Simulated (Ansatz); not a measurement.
Cell and atoms are relaxed with the symmetry kept. Start:

```cif
data_structure
_symmetry_space_group_name_H-M 'Pm-3m'
_symmetry_Int_Tables_number 221
_cell_length_a 3.8392
_cell_length_b 3.8392
_cell_length_c 3.8392
_cell_angle_alpha 90.000
_cell_angle_beta 90.000
_cell_angle_gamma 90.000
_cell_volume 56.59
loop_
_atom_site_label
_atom_site_type_symbol
_atom_site_symmetry_multiplicity
_atom_site_Wyckoff_symbol
_atom_site_fract_x
_atom_site_fract_y
_atom_site_fract_z
_atom_site_occupancy
K1 K 1 a 0.00000 0.00000 0.00000 1
Cl1 Cl 1 b 0.50000 0.50000 0.50000 1
```

The calculation used DFT PBE, scalar-relativistic, plane waves, PAW in Ansatz.

Plane waves to 420 eV, a k mesh through Γ of 6×6×6 on the computed 2-atom cell and Gaussian smearing (0.02 eV); no spin polarisation.

Question: What does it relax to?

Answer: The volume decreases by 0.04 Å³/atom to 28.26 Å³/atom, and the energy changes by under 0.1 meV/atom. Final structure:
```
CELL_PARAMETERS angstrom
3.83757 0.00000 0.00000
0.00000 3.83757 0.00000
0.00000 0.00000 3.83757
ATOMIC_POSITIONS crystal
K 0.00000 0.00000 0.00000
Cl 0.50000 0.50000 0.50000
```

This CsCl-type form isn't the usual stable structure of the compound.